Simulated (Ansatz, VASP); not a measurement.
# Cross-check of BN between VASP and Ansatz, part 2 of 2

Aim: how closely do two programs agree when they are given the same cell, functional and k mesh? The cell is taken from a series of VASP runs on this material, whose earlier steps may have relaxed, scaled or displaced it; both programs get it as it stands. Other levels of theory on this material are compared in a session of their own.

VASP 6.6.1 and Ansatz 0.2.0.

So far. Step 2 (VASP: band structure, r2SCAN): The run ends at a pressure of -1.18 GPa.

## Step 4: Comparison

Known differences besides the potentials themselves: VASP keeps PBE cores, Ansatz makes them for the functional; the cutoff is 500 eV in Ansatz and 460 eV in VASP. Total energies have different zeros and are not compared.

Both answers:

| quantity | Ansatz | VASP | difference |
| --- | --- | --- | --- |
| pressure (GPa) | -0.61 | -1.18 | +0.56 |
| gap over the path points (eV) | 4.806 | 4.843 | -0.038 |

Levels at points of the path, from each program's valence-band top (eV; 4 filled, then empty):

| k (reciprocal lattice) | Ansatz | VASP |
| --- | --- | --- |
| 0.000 0.000 0.000 | -1.38 -1.38 -1.34 -1.34 5.58 11.00 12.34 | -1.39 -1.39 -1.35 -1.35 5.58 11.01 12.27 |
| 0.167 0.000 0.000 | -3.46 -3.42 -2.31 -2.26 6.51 10.53 11.74 | -3.46 -3.42 -2.32 -2.27 6.51 10.55 11.71 |
| 0.333 0.000 0.000 | -3.73 -3.67 -3.49 -1.75 7.53 8.40 8.66 | -3.74 -3.68 -3.49 -1.74 7.57 8.45 8.66 |
| 0.500 0.000 0.000 | -4.31 -4.25 -1.48 -0.47 4.80 6.24 10.16 | -4.32 -4.26 -1.47 -0.47 4.84 6.29 10.17 |
| 0.463 0.074 0.000 | -4.64 -4.57 -1.38 -0.41 4.87 6.22 10.58 | -4.65 -4.58 -1.38 -0.41 4.91 6.26 10.60 |
| 0.407 0.185 0.000 | -5.99 -5.91 -0.93 -0.16 5.14 6.03 12.22 | -6.00 -5.92 -0.93 -0.15 5.19 6.08 12.24 |
| 0.352 0.296 0.000 | -7.35 -7.31 -0.28 -0.01 5.40 5.61 11.33 | -7.35 -7.32 -0.28 -0.01 5.46 5.67 11.31 |
| 0.296 0.296 0.000 | -7.08 -7.04 -0.63 0.00 5.47 5.83 11.60 | -7.08 -7.05 -0.63 0.00 5.53 5.89 11.59 |
| 0.185 0.185 0.000 | -4.55 -4.49 -3.67 -1.88 8.46 8.57 8.74 | -4.56 -4.50 -3.67 -1.87 8.51 8.61 8.74 |
| 0.074 0.074 0.000 | -2.65 -2.62 -2.02 -1.98 6.16 10.76 12.26 | -2.65 -2.63 -2.03 -1.99 6.16 10.78 12.20 |

Among the levels compared at these points, filled levels agree within 12 meV and empty ones within 74 meV.

## Step 5: VASP: band structure, LDA

Levels along a path test the potential and the projectors away from the mesh points. The cell compared in this pair holds 34.74 Å³, against 36.17 Å³ for the pair before.

Input file INCAR:

```
SYSTEM = BN
PREC = Accurate
ENCUT = 460
EDIFF = 1E-06
NELM = 100
ISMEAR = 0
SIGMA = 0.03
LREAL = .FALSE.
ALGO = Normal
GGA = CA
NBANDS = 22
LORBIT = 11
LWAVE = .FALSE.
LCHARG = .FALSE.
KPAR = 8
LASPH = .TRUE.
```

Input file POSCAR:

```
BN
1.0
    2.4906103720      0.0000000000      0.0000000000
   -1.2453051860      2.1569318531      0.0000000000
    0.0000000000      0.0000000000      6.4658836093
N B
2 2
Direct
    0.6666666667      0.3333333333      0.2500000000
    0.3333333333      0.6666666667      0.7500000000
    0.6666666667      0.3333333333      0.7500000000
    0.3333333333      0.6666666667      0.2500000000
```

Input file KPOINTS:

```
Automatic mesh
0
Gamma
10 10 4
0 0 0
```

Input file KPOINTS_OPT:

```
Line mode
10
Line-mode
Reciprocal
  0.00000000   0.00000000   0.00000000 GAMMA
  0.50000000   0.00000000   0.00000000 M

  0.50000000   0.00000000   0.00000000 M
  0.33333333   0.33333333   0.00000000 K

  0.33333333   0.33333333   0.00000000 K
  0.00000000   0.00000000   0.00000000 GAMMA

  0.00000000   0.00000000   0.00000000 GAMMA
  0.00000000   0.00000000   0.50000000 A

  0.00000000   0.00000000   0.50000000 A
  0.50000000   0.00000000   0.50000000 L

  0.50000000   0.00000000   0.50000000 L
  0.33333333   0.33333333   0.50000000 H

  0.33333333   0.33333333   0.50000000 H
  0.00000000   0.00000000   0.50000000 A

  0.50000000   0.00000000   0.50000000 L
  0.50000000   0.00000000   0.00000000 M

  0.33333333   0.33333333   0.00000000 K
  0.33333333   0.33333333   0.50000000 H
```

The projector-augmented-wave data sets are N and B (LDA family, release 64).

Command:

```console
> mpirun -np 8 vasp_std
```

Numbers of over 12 decimals in the logs are rounded to 6 here.

Output:

```text
[banner, memory and clock lines left out]
running    8 mpi-ranks, on    1 nodes
[...]
[... a notice as in an earlier step ...]

 LDA part: xc-table for (Slater(with rela. corr.)+CA(PZ))
 , standard interpolation
 POSCAR, INCAR and KPOINTS ok, starting setup
[...]
entering main loop
       N       E                     dE             d eps       ncg     rms          rms(c)
DAV:   1     0.314707094841E+02    0.31471E+02   -0.69636E+03  1856   0.610E+02
DAV:   2    -0.405262529620E+02   -0.71997E+02   -0.67885E+02  2434   0.167E+02
DAV:   3    -0.426139106271E+02   -0.20877E+01   -0.20728E+01  2300   0.244E+01
DAV:   4    -0.426211399974E+02   -0.72294E-02   -0.72291E-02  2022   0.164E+00
[...]
DAV:  11    -0.385829316878E+02    0.12628E-04   -0.29699E-05  2106   0.371E-02    0.159E-02
DAV:  12    -0.385829342960E+02   -0.26082E-05   -0.25688E-06  2130   0.917E-03    0.183E-03
DAV:  13    -0.385829343106E+02   -0.14591E-07   -0.32174E-08  1104   0.123E-03
   1 F= -.38582934E+02 E0= -.38582934E+02  d E =-.831608E-18
 Start KPOINTS_OPT (optional k-point list driver)
k-point batch [1-42\90]
       N       E                     dE             ncg
DAV:   1     0.117319759815E+03   -0.15411E+05     1848
DAV:   2    -0.286180019692E+04   -0.29791E+04     2380
DAV:   3    -0.294661212088E+04   -0.84812E+02     2316
DAV:   4    -0.294681069742E+04   -0.19858E+00     2064
DAV:   5    -0.294681134912E+04   -0.65170E-03     2256
DAV:   6    -0.294681135264E+04   -0.35175E-05     2162
DAV:   7    -0.294681135267E+04   -0.31067E-07     1840
[...]
k-point batch [85-90\90]
       N       E                     dE             ncg
DAV:   1     0.238253871743E+05   -0.50363E+04      264
DAV:   2     0.234763307740E+05   -0.34906E+03      330
DAV:   3     0.234671952821E+05   -0.91355E+01      326
DAV:   4     0.234671709143E+05   -0.24368E-01      264
DAV:   5     0.234671708243E+05   -0.89987E-04      334
DAV:   6     0.234671708239E+05   -0.43079E-06      264
```

OUTCAR, selected parts (step 5):

```text
  Total       -0.1327293     -0.1327293     -0.1937455      0.0000000     -0.0000000      0.0000000
  in kB       -6.1221962     -6.1221962     -8.9365958      0.0000000     -0.0000000      0.0000000
  external PRESSURE =      -7.0603294 kB  Pullay stress =       0.0000000 kB

 POSITION                                       TOTAL-FORCE (eV/Angst)
 -----------------------------------------------------------------------------------
      1.24531      0.71898      1.61647        -0.000000      0.000000      0.000000
     -0.00000      1.43795      4.84941         0.000000     -0.000000      0.000000
      1.24531      0.71898      4.84941         0.000000      0.000000      0.000000
     -0.00000      1.43795      1.61647        -0.000000     -0.000000      0.000000
 -----------------------------------------------------------------------------------
    total drift:                               -0.000000      0.000000      0.000000

  FREE ENERGIE OF THE ION-ELECTRON SYSTEM (eV)
  ---------------------------------------------------
  free  energy   TOTEN  =       -38.5829343106 eV

  energy  without entropy=      -38.5829343106  energy(sigma->0) =      -38.58293431

[... 1 part as in an earlier step ...]

[... 2 further parts left out ...]
[key lines of the parts left out:]
E-fermi :   2.6752
```

The run ends at a pressure of -0.71 GPa.

## Step 6: Ansatz: band structure, LDA

The same cell, functional (in two slightly different forms), mesh and smearing now go to Ansatz, which takes its cutoff from its data sets.

The cell is taken from a series of VASP runs on this material, whose earlier steps may have relaxed, scaled or displaced it; both programs get it as it stands.

Input file input.yaml:

```yaml
crystal:
  lattice:
    - [2.490610372, 0.0, 0.0]
    - [-1.245305186, 2.1569318531, 0.0]
    - [0.0, 0.0, 6.4658836093]
  atoms:
    - { symbol: "N", position: [0.6666666667, 0.3333333333, 0.25] }
    - { symbol: "N", position: [0.3333333333, 0.6666666667, 0.75] }
    - { symbol: B, position: [0.6666666667, 0.3333333333, 0.75] }
    - { symbol: B, position: [0.3333333333, 0.6666666667, 0.25] }
hamiltonian:
  xc: lda
  pseudopotentials: { kind: paw }
kpoints:
  mp_grid: { grid: [10, 10, 4] }
  band_path:
    path:
      - [0.0, 0.0, 0.0]
      - [0.16667, 0.0, 0.0]
      - [0.33333, 0.0, 0.0]
      - [0.5, 0.0, 0.0]
      - [0.46296, 0.07407, 0.0]
      - [0.40741, 0.18519, 0.0]
      - [0.35185, 0.2963, 0.0]
      - [0.2963, 0.2963, 0.0]
      - [0.18519, 0.18519, 0.0]
      - [0.07407, 0.07407, 0.0]
      - [0.0, 0.0, 0.0]
      - [0.0, 0.0, 0.16667]
      - [0.0, 0.0, 0.33333]
      - [0.0, 0.0, 0.5]
      - [0.11111, 0.0, 0.5]
      - [0.33333, 0.0, 0.5]
      - [0.5, 0.0, 0.5]
      - [0.46296, 0.07407, 0.5]
      - [0.40741, 0.18519, 0.5]
      - [0.35185, 0.2963, 0.5]
      - [0.2963, 0.2963, 0.5]
      - [0.18519, 0.18519, 0.5]
      - [0.07407, 0.07407, 0.5]
      - [0.5, 0.0, 0.5]
      - [0.5, 0.0, 0.33333]
      - [0.5, 0.0, 0.16667]
      - [0.5, 0.0, 0.0]
      - [0.33333, 0.33333, 0.11111]
      - [0.33333, 0.33333, 0.27778]
      - [0.33333, 0.33333, 0.5]
    npoints: 1
scf:
  occupations: { method: gaussian, width: 0.03 }
  n_extra_bands: 8
output:
  forces: true
  stress: true
  eigenvalues: true
```

Command:

```console
> ansatz run input.yaml --threads 2 --pin off --max-ram 4608MiB --backend cpu --events-out ev --progress --plain --runs-dir out
```

Output:

```text
[...]
Crystal: 4 atoms, lattice volume = 34.735 Å³
Basis set: ecut = 420 eV, 639 PW (Γ)
Bands: 16, of which v1, the nominal top of the filled ones, is band 8 counted from 1 (7 counted from 0)
Symmetry: 24 space group operations
[...]
k-points: 42 of 400
[...]
k-point 0: bands = [... 4 lower, 3.5240, 3.5240, 3.5716, 3.5716, 9.9787, 15.2582, 16.4215, 16.4215, ... 4 higher]
  k-point 1: bands = [... 4 lower, 3.5308, 3.5308, 3.5641, 3.5641, 10.7561, 14.4117, 16.4432, 16.4432, ... 4 higher]
  k-point 2: bands = [... 4 lower, 3.5480, 3.5480, 3.5480, 3.5480, 12.5582, 12.5582, 16.4973, 16.4973, ... 4 higher]
  k-point 41: bands = [... 4 lower, -1.9390, -1.9390, 4.6387, 4.6387, 9.5315, 9.5315, 16.6551, 16.6551, ... 4 higher]
[key lines of the parts left out:]
SCF converged after 6 iterations
Free energy (F): -1052.693149 eV
Fermi energy:    6.910407 eV
P = ⅓ Tr σ = -0.4678 GPa (-4.678 kbar)
```

Run time: 1.1 s. Hardware: 2 threads of Arm Neoverse V1, shared host; peak memory 0.28 GiB; 2 s of CPU time.

## Step 7: Side by side

What differs besides the data sets and the points named for the pairs above, as far as they apply: the two LDA forms differ slightly; the cutoff is 420 eV in Ansatz and 460 eV in VASP; VASP's log shows a relativistic correction to its local exchange, Ansatz's none. Total energies have different zeros and are not compared.

The two programs side by side:

| quantity | Ansatz | VASP | difference |
| --- | --- | --- | --- |
| pressure (GPa) | -0.47 | -0.71 | +0.24 |
| pressure without Ansatz's Pulay correction (GPa) | -1.25 | -0.71 | -0.54 |
| gap over the path points (eV) | 4.019 | 4.004 | +0.016 |

Levels at points of the path, from each program's valence-band top (eV; 4 filled, then empty):

| k (reciprocal lattice) | Ansatz | VASP |
| --- | --- | --- |
| 0.000 0.000 0.000 | -1.38 -1.38 -1.33 -1.33 5.08 10.36 11.52 | -1.38 -1.38 -1.34 -1.34 5.07 10.37 11.49 |
| 0.167 0.000 0.000 | -3.34 -3.28 -2.29 -2.23 5.97 9.83 11.02 | -3.34 -3.29 -2.30 -2.23 5.96 9.83 11.00 |
| 0.333 0.000 0.000 | -3.70 -3.68 -3.60 -1.66 6.70 7.71 8.04 | -3.71 -3.68 -3.60 -1.66 6.70 7.71 8.04 |
| 0.500 0.000 0.000 | -4.25 -4.16 -1.64 -0.44 4.02 5.63 9.59 | -4.25 -4.16 -1.65 -0.44 4.00 5.62 9.58 |
| 0.463 0.074 0.000 | -4.56 -4.47 -1.55 -0.39 4.08 5.60 9.98 | -4.56 -4.47 -1.55 -0.39 4.07 5.59 9.97 |
| 0.407 0.185 0.000 | -5.82 -5.72 -1.08 -0.14 4.36 5.39 11.48 | -5.82 -5.73 -1.09 -0.14 4.34 5.38 11.47 |
| 0.352 0.296 0.000 | -7.01 -6.98 -0.38 -0.05 4.65 4.92 10.40 | -7.02 -6.99 -0.39 -0.05 4.64 4.91 10.38 |
| 0.296 0.296 0.000 | -6.78 -6.76 -0.77 0.00 4.69 5.17 10.66 | -6.79 -6.77 -0.78 0.00 4.68 5.16 10.64 |
| 0.185 0.185 0.000 | -4.45 -4.39 -3.89 -1.80 7.57 7.89 8.12 | -4.46 -4.39 -3.90 -1.80 7.56 7.89 8.11 |
| 0.074 0.074 0.000 | -2.56 -2.53 -2.01 -1.96 5.64 10.08 11.43 | -2.57 -2.54 -2.01 -1.96 5.62 10.09 11.40 |

Among the levels compared at these points, filled levels agree within 9 meV and empty ones within 30 meV. Ansatz's pressure holds a Pulay correction of 0.78 GPa; VASP's holds none.

## Step 8: Outcome

* difference in gap over the path points (band structure, r2SCAN): -0.038 eV
* difference in pressure (band structure, r2SCAN): 0.56 GPa
* difference in gap over the path points (band structure, LDA): 0.016 eV

In words: The difference in pressure is 0.56 GPa (band structure, r2SCAN), within the 1 GPa picked in this series as the mark of a large difference. 6 further runs of this series are not shown here. How closely two codes agree says nothing of how well the functional describes the real material.

[Lines on the potential files, build, host, timing and source positions are cut from VASP's logs without a mark.]

[Logs are printed without paths, hosts, clocks, repeated set-up lines and the standing remarks that a program may print on its own settings, such as how far it seeks lower states.]

[Hosts, paths, dates, database ids (printed as entryN), source tags and the programs' standing remarks are cut or masked in the printed files.]
